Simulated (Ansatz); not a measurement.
# Ga2O3 (C2/m): the host for defect calculations, part 2 of 2

Before any defect goes in: Ga2O3 (C2/m) at rest, and how it screens a charge.

Ansatz 0.2.0; plane-wave PAW DFT, r2SCAN; relaxation of the host's cell and atoms; PAW set soft_1 (the session's first sound run).

So far. Step 3 (Dielectric tensors of the host): The principal values of the electronic dielectric tensor are 4.07, 4.18 and 4.18. The principal values of the static dielectric tensor are 10.77, 10.83 and 13.87.

### 4. Defect free supercell relaxed in its symmetry

This cell, the one that will hold the defects, is built from the relaxed host. Its coarser k-points can move the atoms a little, so it is relaxed from the symmetric sites, as the reference for the test of stability.

This step: plane-wave PAW DFT, r2SCAN; relaxation of the defect-free supercell in its symmetry; PAW set soft_1 (Ansatz 0.2.0).

System of this step: Ga2O3 (C2/m). The cell holds 120 atoms: 48 Ga and 72 O. Cell: a = 12.253 Å, b = 9.117 Å, c = 11.616 Å, α = 90.0°, β = 103.8°, γ = 90.0°.

pristine.symmetric/input.yaml reads:

```yaml
crystal:
  lattice:
    - [12.2531908311, 0.0, -0.0052300931]
    - [0.0, 9.1168828725, 0.0]
    - [-2.7669245884, 0.0, 11.2819048424]
  atoms:
    - { symbol: Ga, position: [0.3412914738, 0.0, 0.3427727843] }
    - { symbol: Ga, position: [0.8412914738, 0.1666666667, 0.3427727843] }
    - { symbol: Ga, position: [0.1587085262, 0.1666666667, 0.1572272157] }
    - { symbol: Ga, position: [0.6587085262, 0.0, 0.1572272157] }
    - { symbol: Ga, position: [0.4094760976, 0.1666666667, 0.102596351] }
    - { symbol: Ga, position: [0.9094760976, 0.0, 0.102596351] }
    - { symbol: Ga, position: [0.0905239024, 0.0, 0.397403649] }
    - { symbol: Ga, position: [0.5905239024, 0.1666666667, 0.397403649] }
    - { symbol: O, position: [0.0037459962, 0.1666666667, 0.3719018472] }
    - { symbol: O, position: [0.5037459962, 0.0, 0.3719018472] }
    - { symbol: O, position: [0.4962540038, 0.0, 0.1280981528] }
    - { symbol: O, position: [0.9962540038, 0.1666666667, 0.1280981528] }
    - { symbol: O, position: [0.3266685284, 0.1666666667, 0.2182381241] }
    - { symbol: O, position: [0.8266685284, 0.0, 0.2182381241] }
    - { symbol: O, position: [0.1733314716, 0.0, 0.2817618759] }
    - { symbol: O, position: [0.6733314716, 0.1666666667, 0.2817618759] }
    - { symbol: O, position: [0.1641900411, 0.0, 0.054559231] }
    - { symbol: O, position: [0.6641900411, 0.1666666667, 0.054559231] }
    - { symbol: O, position: [0.3358099589, 0.1666666667, 0.445440769] }
    - { symbol: O, position: [0.8358099589, 0.0, 0.445440769] }
    - { symbol: Ga, position: [0.3412914738, 0.0, 0.8427727843] }
    - { symbol: Ga, position: [0.8412914738, 0.1666666667, 0.8427727843] }
    - { symbol: Ga, position: [0.1587085262, 0.1666666667, 0.6572272157] }
    - { symbol: Ga, position: [0.6587085262, 0.0, 0.6572272157] }
    - { symbol: Ga, position: [0.4094760976, 0.1666666667, 0.602596351] }
    - { symbol: Ga, position: [0.9094760976, 0.0, 0.602596351] }
    - { symbol: Ga, position: [0.0905239024, 0.0, 0.897403649] }
    - { symbol: Ga, position: [0.5905239024, 0.1666666667, 0.897403649] }
    - { symbol: O, position: [0.0037459962, 0.1666666667, 0.8719018472] }
    - { symbol: O, position: [0.5037459962, 0.0, 0.8719018472] }
[... 84 atom lines left out ...]
    - { symbol: O, position: [0.1733314716, 0.6666666667, 0.7817618759] }
    - { symbol: O, position: [0.6733314716, 0.8333333333, 0.7817618759] }
    - { symbol: O, position: [0.1641900411, 0.6666666667, 0.554559231] }
    - { symbol: O, position: [0.6641900411, 0.8333333333, 0.554559231] }
    - { symbol: O, position: [0.3358099589, 0.8333333333, 0.945440769] }
    - { symbol: O, position: [0.8358099589, 0.6666666667, 0.945440769] }
basis:
  ecutwfc: 500
  xc_grid: 2
hamiltonian:
  xc: r2scan
  pseudopotentials: { kind: paw, azcp: { folder: soft_1 } }
kpoints:
  mp_grid: { grid: [1, 1, 1] }
scf:
  occupations: { method: fermi_dirac, width: 0.01 }
  max_iter: 100
  lower_state_search: "off"
output:
  forces: true
relax:
  f_tol: 0.015
  max_steps: 60
  escape_saddle: false
checkpoint:
  write: "../pristine.symmetric.run"
  compress: false
  write_wavefunctions: false
  write_every: 100000
```

On the command line:

```
ansatz run input.yaml --threads 32 --pin off --max-ram 84787MiB --backend cuda --events-out ev --progress --plain --runs-dir out --max-vram 78GiB
```

Numbers of over 12 decimals in the logs are rounded to 6 here.

Log:

```text
[...]
Crystal: 120 atoms, lattice volume = 1260.180 Å³
Basis set: ecut = 500 eV, 32007 PW (Γ), exchange–correlation on 180×144×180 points (8 copies of the dense FFT grid, shifted against one another)
Bands: 648, of which v1, the nominal top of the filled ones, is band 528 counted from 1 (527 counted from 0)
Symmetry: 48 space group operations
[...]
k-points: 1
[...]
SCF iter   1: F=-222908.696957 eV  HF=-222958.150450 eV  |Δ(HF+E_count)|=         —  Δρ=1.32e-1  dr2=1.06e2  dr2_τ=7.99e0  Hψ=2439
[...]
SCF iter   4: F=-222932.849305 eV  HF=-222932.754993 eV  |Δ(HF+E_count)|=   7.00e-1  Δρ=4.76e-3  dr2=1.94e-1  dr2_τ=1.20e-2  Hψ=1002
[...]
SCF iter   9: F=-222932.911564 eV  HF=-222932.911565 eV  |Δ(HF+E_count)|=   1.61e-7  Δρ=1.26e-5  dr2=1.44e-6  dr2_τ=1.17e-7  Hψ=2138
SCF 1 converged in 9 iterations: F = -222932.911564 eV  dr2 = 1.44e-6
[...]
relax step   1: F+E_penalty+E_count = -222932.91156429 eV  Δ(F+E_penalty+E_count) = +0.000e0 eV  max|allowed force component| = 2.315e-2 eV/Å  Δτ_max = 0.0000 Å  (9 SCF iters, dr2 threshold 5.63e-6 eV, accepted)
[...]
relax step   2: F+E_penalty+E_count = -222932.91276232 eV  Δ(F+E_penalty+E_count) = -1.198e-3 eV  max|allowed force component| = 1.579e-2 eV/Å  Δτ_max = 0.0021 Å  (6 SCF iters, accepted)
[...]
SCF iter   1: F=-222932.910872 eV  HF=-222932.910553 eV  |Δ(HF+E_count)|=         —  Δρ=3.32e-4  dr2=5.00e-4  dr2_τ=9.15e-3  Hψ=1251
[...]
SCF iter   2: F=-222932.909640 eV  HF=-222932.909658 eV  |Δ(HF+E_count)|=   8.95e-4  Δρ=1.67e-4  dr2=1.58e-4  dr2_τ=1.04e-5  Hψ=1243
[...]
SCF iter   6: F=-222932.913555 eV  HF=-222932.913556 eV  |Δ(HF+E_count)|=   1.42e-7  Δρ=1.61e-6  dr2=2.60e-8  dr2_τ=1.61e-9  Hψ=1906
SCF 3 converged in 6 iterations: F = -222932.913555 eV  dr2 = 2.60e-8
relax step   3: F+E_penalty+E_count = -222932.91355549 eV  Δ(F+E_penalty+E_count) = -7.932e-4 eV  max|allowed force component| = 6.292e-3 eV/Å  Δτ_max = 0.0023 Å  (6 SCF iters, accepted)
[...]
SCF iter   1: F=-222932.913555 eV  HF=-222932.913555 eV  |Δ(HF+E_count)|=         —  Δρ=1.61e-6  dr2=2.60e-8  dr2_τ=1.61e-9  Hψ=2567
[...]
SCF iter   2: F=-222932.913555 eV  HF=-222932.913555 eV  |Δ(HF+E_count)|=   5.47e-9  Δρ=6.51e-7  dr2=7.08e-9  dr2_τ=3.89e-10  Hψ=1680
SCF 4 converged in 2 iterations: F = -222932.913555 eV  dr2 = 7.08e-9
SCF converged after 2 iterations
Free energy (F): -222932.913555 eV
[...]
Internal energy: -222932.913555 eV  (E = F + TS)
E sigma→0 (E₀):  -222932.913555 eV
Fermi energy:    9.187107 eV
[...]
--- Forces (eV/Å), atoms counted from 1 ---
  atom   1  Ga    -0.00575980    -0.00000000     0.00432374
  atom   2  Ga    -0.00575980    -0.00000000     0.00432374
  atom   3  Ga     0.00575980     0.00000000    -0.00432374
  atom   4  Ga     0.00575980     0.00000000    -0.00432374
  atom   5  Ga     0.00285578    -0.00000000     0.00030661
  atom   6  Ga     0.00285578     0.00000000     0.00030661
  [... 114 more lines of this table ...]
  max |Σ_I F_I| component: 7.81e-18 eV/Å
--- Relaxed structure (3 steps of the walk, 3 accepted, 0 SCFs on fresh bases) ---
  F+E_penalty+E_count = -222932.91355549 eV   max|allowed force component| = 6.292e-3 eV/Å
  atoms:
    - { symbol: Ga, position: [0.341344, 0, 0.342737] }
    - { symbol: Ga, position: [0.841344, 0.166667, 0.342737] }
    - { symbol: Ga, position: [0.158656, 0.166667, 0.157263] }
    - { symbol: Ga, position: [0.658656, 0, 0.157263] }
    - { symbol: Ga, position: [0.409527, 0.166667, 0.102585] }
    - { symbol: Ga, position: [0.909527, 0, 0.102585] }
  [... 114 more lines of this table ...]
```

The job ended after 3.4 s (1 × NVIDIA GB200 with 32 threads of Arm Neoverse V2, shared host; peak memory 1.4 GiB).

No atom moved by 0.005 Å in the relaxation.

### 5. Defect free supercell relaxed from displaced atoms

This step: plane-wave PAW DFT, r2SCAN; relaxation of the defect-free supercell from random displacements, a test of the host's stability; PAW set soft_1 (Ansatz 0.2.0).

pristine.rattled/input.yaml, as its differences from pristine.symmetric/input.yaml of step 4:

```diff
@@ -59,6 +59,6 @@
   f_tol: 0.015
-  max_steps: 60
-  escape_saddle: false
+  max_steps: 120
+  random_displacement: { amplitude: 0.06, seed: 9243 }
 checkpoint:
-  write: "../pristine.symmetric.run"
+  write: "../pristine.rattled.run"
   compress: false
```

Log:

```text
[...]
Crystal: 120 atoms, lattice volume = 1260.180 Å³
Basis set: ecut = 500 eV, 32007 PW (Γ), exchange–correlation on 180×144×180 points (8 copies of the dense FFT grid, shifted against one another)
Bands: 648, of which v1, the nominal top of the filled ones, is band 528 counted from 1 (527 counted from 0)
Symmetry: 1 space group operations
k-points: 1
[...]
SCF iter   1: F=-222904.482040 eV  HF=-222954.548894 eV  |Δ(HF+E_count)|=         —  Δρ=1.32e-1  dr2=1.07e2  dr2_τ=8.11e0  Hψ=2386
[...]
SCF iter   3: F=-222927.977698 eV  HF=-222929.661522 eV  |Δ(HF+E_count)|=    3.54e0  Δρ=1.67e-2  dr2=2.42e0  dr2_τ=1.08e-1  Hψ=1052
[...]
SCF 1 converged in 9 iterations: F = -222929.130897 eV  dr2 = 1.73e-6
[...]
relax step   1: F+E_penalty+E_count = -222929.13089675 eV  Δ(F+E_penalty+E_count) = +0.000e0 eV  max|allowed force component| = 2.718e0 eV/Å  Δτ_max = 0.0000 Å  (9 SCF iters, dr2 threshold 5.63e-6 eV, accepted)
[...]
relax step   2: F+E_penalty+E_count = -222931.82732071 eV  Δ(F+E_penalty+E_count) = -2.696e0 eV  max|allowed force component| = 1.320e0 eV/Å  Δτ_max = 0.0663 Å  (6 SCF iters, dr2 threshold 1.00e-4 eV, accepted)
relax step   3: F+E_penalty+E_count = -222932.91270935 eV  Δ(F+E_penalty+E_count) = -1.085e0 eV  max|allowed force component| = 3.317e-2 eV/Å  Δτ_max = 0.0692 Å  (7 SCF iters, dr2 threshold 1.00e-4 eV, accepted)
relax step   4: F+E_penalty+E_count = -222932.91271655 eV  Δ(F+E_penalty+E_count) = -7.201e-6 eV  max|allowed force component| = 3.361e-2 eV/Å  Δτ_max = 0.0000 Å  (4 SCF iters, accepted)
[...]
SCF iter   2: F=-222932.909199 eV  HF=-222932.909307 eV  |Δ(HF+E_count)|=   5.90e-4  Δρ=3.80e-4  dr2=5.77e-4  dr2_τ=1.69e-5  Hψ=1243
[...]
SCF iter   7: F=-222932.913695 eV  HF=-222932.913695 eV  |Δ(HF+E_count)|=   1.80e-8  Δρ=1.92e-6  dr2=3.46e-8  dr2_τ=2.80e-9  Hψ=1671
SCF 5 converged in 7 iterations: F = -222932.913695 eV  dr2 = 3.46e-8
relax step   5: F+E_penalty+E_count = -222932.91369479 eV  Δ(F+E_penalty+E_count) = -9.782e-4 eV  max|allowed force component| = 1.665e-3 eV/Å  Δτ_max = 0.0034 Å  (7 SCF iters, accepted)
[...]
SCF iter   1: F=-222932.913695 eV  HF=-222932.913695 eV  |Δ(HF+E_count)|=         —  Δρ=1.92e-6  dr2=3.47e-8  dr2_τ=2.81e-9  Hψ=2562
[...]
SCF iter   2: F=-222932.913695 eV  HF=-222932.913695 eV  |Δ(HF+E_count)|=   6.40e-9  Δρ=7.75e-7  dr2=6.79e-9  dr2_τ=4.78e-10  Hψ=1661
SCF 6 converged in 2 iterations: F = -222932.913695 eV  dr2 = 6.79e-9
SCF converged after 2 iterations
Free energy (F): -222932.913695 eV
[...]
Internal energy: -222932.913695 eV  (E = F + TS)
E sigma→0 (E₀):  -222932.913695 eV
Fermi energy:    9.187163 eV
[...]
--- Forces (eV/Å), atoms counted from 1 ---
  atom   1  Ga    -0.00033097    -0.00088236     0.00049773
  atom   2  Ga     0.00015603     0.00025074    -0.00079692
  atom   3  Ga    -0.00003955     0.00009262    -0.00014037
  atom   4  Ga    -0.00009383     0.00021448     0.00005462
  atom   5  Ga     0.00060711     0.00040627    -0.00126164
  atom   6  Ga     0.00015620     0.00030594    -0.00016893
  [... 114 more lines of this table ...]
  max |Σ_I F_I| component: 5.37e-3 eV/Å
--- Relaxed structure (5 steps of the walk, 5 accepted, 0 SCFs on fresh bases) ---
  F+E_penalty+E_count = -222932.91369479 eV   max|allowed force component| = 1.665e-3 eV/Å
  atoms:
    - { symbol: Ga, position: [0.341008, -0.000406, 0.342370] }
    - { symbol: Ga, position: [0.841008, 0.166238, 0.342390] }
    - { symbol: Ga, position: [0.158450, 0.166253, 0.156753] }
    - { symbol: Ga, position: [0.658459, -0.000416, 0.156756] }
    - { symbol: Ga, position: [0.409320, 0.166242, 0.102208] }
    - { symbol: Ga, position: [0.909316, -0.000424, 0.102208] }
  [... 114 more lines of this table ...]
```

Elapsed: 5.1 s, on 1 × NVIDIA GB200 with 32 threads; peak memory 1.4 GiB; 18 s of CPU time.

The steps of the relaxation:

| step | energy less that of the first step (eV) | largest force component (eV/Å) |
| --- | --- | --- |
| 1 | 0.0000 | 2.7178 |
| 2 | -2.6964 | 1.3200 |
| 3 | -3.7818 | 0.0332 |
| 4 | -3.7818 | 0.0336 |
| 5 | -3.7828 | 0.0017 |

The relaxation ends 32 meV an atom lower than the displaced start, with a largest force component of 0.0017 eV/Å.

### 6. Host on a dense mesh

This step: plane-wave PAW DFT, r2SCAN; single point of the defect-free host, a test of the k-point sampling; PAW set soft_1 (Ansatz 0.2.0).

System of this step: Ga2O3 (C2/m). The structure is monoclinic, space group C2/m (No. 12). The conventional cell has a = 12.253 Å, b = 3.039 Å, c = 5.808 Å, α = 90.00°, β = 103.80°, γ = 90.00°. Nearest to Ga lie 6 O at 1.94 to 2.08 Å. Nearest to Ga lie 4 O at 1.83 to 1.87 Å. Nearest to O lie 3 Ga at 1.84 to 1.94 Å. Nearest to O lie 4 Ga at 1.87 to 2.08 Å. Nearest to O lie 3 Ga at 1.83 to 1.94 Å. Farther neighbours and most contacts between anions are not listed.

dense/input.yaml reads:

```yaml
crystal:
  lattice:
    - [6.1265954155, -1.5194804787, -0.0026150466]
    - [6.1265954155, 1.5194804787, -0.0026150466]
    - [-1.3834622942, 0.0, 5.6409524212]
  atoms:
    - { symbol: Ga, position: [0.3412914738, 0.3412914738, 0.6855455686] }
    - { symbol: Ga, position: [0.6587085262, 0.6587085262, 0.3144544314] }
    - { symbol: Ga, position: [0.9094760976, 0.9094760976, 0.2051927019] }
    - { symbol: Ga, position: [0.0905239024, 0.0905239024, 0.7948072981] }
    - { symbol: O, position: [0.5037459962, 0.5037459962, 0.7438036944] }
    - { symbol: O, position: [0.4962540038, 0.4962540038, 0.2561963056] }
    - { symbol: O, position: [0.8266685284, 0.8266685284, 0.4364762482] }
    - { symbol: O, position: [0.1733314716, 0.1733314716, 0.5635237518] }
    - { symbol: O, position: [0.1641900411, 0.1641900411, 0.1091184621] }
    - { symbol: O, position: [0.8358099589, 0.8358099589, 0.8908815379] }
basis:
  ecutwfc: 500
  xc_grid: 2
hamiltonian:
  xc: r2scan
  pseudopotentials: { kind: paw, azcp: { folder: soft_1 } }
kpoints:
  mp_grid: { grid: [9, 9, 5] }
scf:
  occupations: { method: fermi_dirac, width: 0.01 }
  max_iter: 100
  lower_state_search: "off"
checkpoint:
  write: "../dense.run"
  compress: false
  write_wavefunctions: false
  write_every: 100000
```

Log:

```text
[...]
device memory: the entry about to start is reckoned to put 11.0 GiB on a device that reports 169.2 GiB free (of which the cap on the GPU budget leaves the run 78.0 GiB)
GPU FFT provider: cuFFT
GPU libraries: cuBLAS 13.8.1, cuFFT 12.4.0, cuSOLVER 12.3.2
GPU matrix products: emulated (plane waves: as basis.precision tells), large ones in fixed point in workspaces of 1.00 GiB
Crystal: 10 atoms, lattice volume = 105.015 Å³
Basis set: ecut = 500 eV, 2667 PW (Γ), FFT grids on a1−a2, a2, a3, exchange–correlation on 48×96×90 points (8 copies of the dense FFT grid, shifted against one another)
Bands: 54, of which v1, the nominal top of the filled ones, is band 44 counted from 1 (43 counted from 0)
Symmetry: 4 space group operations
[...]
k-points: 115 of 405
[...]
GPU buffer pool allocated for 51840 grid points (all kernels)
GPU transforms: local potential: pruned to the plane-wave sphere, on 24×45×45; band sums: pruned to the plane-wave sphere, on 24×48×45
[...]
SCF iter   1: F=-18575.891861 eV  HF=-18579.957279 eV  |Δ(HF+E_count)|=         —  Δρ=1.31e-1  dr2=8.72e0  dr2_τ=6.54e-1  Hψ=22151
[...]
SCF iter  10: F=-18577.871086 eV  HF=-18577.871086 eV  |Δ(HF+E_count)|=   2.53e-8  Δρ=6.68e-6  dr2=3.19e-8  dr2_τ=2.63e-9  Hψ=14499
SCF 1 converged in 10 iterations: F = -18577.871086 eV  dr2 = 3.19e-8
[...]
SCF converged after 10 iterations
Free energy (F): -18577.871086 eV
[...]
Internal energy: -18577.871086 eV  (E = F + TS)
E sigma→0 (E₀):  -18577.871086 eV
Fermi energy:    9.184432 eV
[...]
```

The job ended after 2.2 s (1 × NVIDIA GB200 with 32 threads; peak memory 1 GiB).

### 7. Defect free supercell at the zone centre

The supercell is run at the zone centre, to see how far that sampling misses the dense mesh.

System of this step: Ga2O3 (C2/m). The cell holds 120 atoms: 48 Ga and 72 O. Its edges and angles: a = 12.253 Å, b = 9.117 Å, c = 11.616 Å, α = 90.0°, β = 103.8°, γ = 90.0°.

pristine.sampling_gamma/input.yaml, as its differences from pristine.rattled/input.yaml of step 5:

```diff
@@ -55,10 +55,4 @@
   lower_state_search: "off"
-output:
-  forces: true
-relax:
-  f_tol: 0.015
-  max_steps: 120
-  random_displacement: { amplitude: 0.06, seed: 9243 }
 checkpoint:
-  write: "../pristine.rattled.run"
+  write: "../pristine.sampling_gamma.run"
   compress: false
```

Log:

```text
[...]
GPU FFT provider: cuFFT
GPU libraries: cuBLAS 13.8.1, cuFFT 12.4.0, cuSOLVER 12.3.2
[...]
Crystal: 120 atoms, lattice volume = 1260.180 Å³
Basis set: ecut = 500 eV, 32007 PW (Γ), exchange–correlation on 180×144×180 points (8 copies of the dense FFT grid, shifted against one another)
Bands: 648, of which v1, the nominal top of the filled ones, is band 528 counted from 1 (527 counted from 0)
Symmetry: 48 space group operations
[...]
k-points: 1
[...]
GPU buffer pool allocated for 583200 grid points (all kernels)
GPU transforms: local potential and band sums: pruned to the plane-wave sphere, on 90×72×90
[...]
SCF iter   1: F=-222908.696953 eV  HF=-222958.150455 eV  |Δ(HF+E_count)|=         —  Δρ=1.32e-1  dr2=1.06e2  dr2_τ=7.99e0  Hψ=2439
[...]
SCF iter  11: F=-222932.911565 eV  HF=-222932.911565 eV  |Δ(HF+E_count)|=   2.53e-7  Δρ=2.34e-6  dr2=5.34e-8  dr2_τ=5.23e-9  Hψ=1679
SCF 1 converged in 11 iterations: F = -222932.911565 eV  dr2 = 5.34e-8
[...]
SCF converged after 11 iterations
Free energy (F): -222932.911565 eV
[...]
Internal energy: -222932.911565 eV  (E = F + TS)
E sigma→0 (E₀):  -222932.911565 eV
Fermi energy:    9.186036 eV
[...]
```

The job ended after 1.8 s (1 × NVIDIA GB200 with 32 threads; peak memory 1.3 GiB).

### 8. Defect free supercell at the quarter point

The supercell is run at one point off the zone centre, to see how far that sampling misses the dense mesh.

pristine.sampling_quarter/input.yaml, as its differences from pristine.sampling_gamma/input.yaml of step 7:

```diff
@@ -50,3 +50,3 @@
 kpoints:
-  mp_grid: { grid: [1, 1, 1] }
+  mp_grid: { grid: [1, 1, 1], shift: [0.25, 0.25, 0.25] }
 scf:
@@ -56,3 +56,3 @@
 checkpoint:
-  write: "../pristine.sampling_gamma.run"
+  write: "../pristine.sampling_quarter.run"
   compress: false
```

Log:

```text
[...]
GPU FFT provider: cuFFT
GPU libraries: cuBLAS 13.8.1, cuFFT 12.4.0, cuSOLVER 12.3.2
[...]
Crystal: 120 atoms, lattice volume = 1260.180 Å³
Basis set: ecut = 500 eV, 32007 PW (Γ), exchange–correlation on 180×144×180 points (8 copies of the dense FFT grid, shifted against one another)
Bands: 648, of which v1, the nominal top of the filled ones, is band 528 counted from 1 (527 counted from 0)
Symmetry: 24 space group operations
k-points: 1
[...]
GPU buffer pool allocated for 583200 grid points (all kernels)
[...]
SCF iter   1: F=-222910.753962 eV  HF=-222959.488676 eV  |Δ(HF+E_count)|=         —  Δρ=1.31e-1  dr2=1.05e2  dr2_τ=7.83e0  Hψ=2175
[...]
SCF iter  11: F=-222934.473107 eV  HF=-222934.473107 eV  |Δ(HF+E_count)|=   2.10e-7  Δρ=2.36e-6  dr2=5.37e-8  dr2_τ=5.49e-9  Hψ=1637
SCF 1 converged in 11 iterations: F = -222934.473107 eV  dr2 = 5.37e-8
[...]
SCF converged after 11 iterations
Free energy (F): -222934.473107 eV
[...]
Internal energy: -222934.473107 eV  (E = F + TS)
E sigma→0 (E₀):  -222934.473107 eV
Fermi energy:    9.592186 eV
[...]
```

Run time: 2 s. Hardware: 1 × NVIDIA GB200 with 32 threads; peak memory 1.5 GiB; 4.3 s of CPU time.

### 9. Outcome

| Item | Value |
| --- | --- |
| primitive cell vectors, lengths | 6.312, 6.312, 5.808 Å |
| electronic dielectric constant | principal values (4.07, 4.18, 4.18) |
| static dielectric constant | principal values (10.77, 10.83, 13.87) |
| gap on the k-mesh of the response run (PBEsol) | 2.29 eV |
| supercell relaxed in its symmetry less the displaced and relaxed one | 0.000 eV |
| energy an atom at the zone centre alone less that on the dense mesh | 0.013 eV |
| energy an atom at one point at (¼, ¼, ¼) less that on the dense mesh | 0.000 eV |

**Reading.** Step 5: The energy fell by 3.783 eV from the randomly displaced start; the atoms end within 0.005 Å of the sites as typed, once the mean shift is taken out. The displaced cell ends within 0.01 eV of the symmetric one relaxed in its symmetry, so no lower structure shows in this supercell. The k-mesh can miss the band edges, so this gap is an upper bound at this level. All at zero temperature.

[Logs are printed without paths, hosts, clocks, repeated set-up lines and the standing remarks that a program may print on its own settings, such as how far it seeks lower states.]

[Hosts, paths, dates, database ids (printed as entryN), source tags and the programs' standing remarks are cut or masked in the printed files.]

[Runs of the host that timed out are not shown.]

[For some hosts the program warned that the k-mesh of the response run may be too coarse for force constants and the static dielectric constant; such warnings are not always shown.]

[The program warned that the k-mesh of a response run behind this text may be too coarse: force constants, and the static dielectric constant and all else formed from them, are not shown converged.]
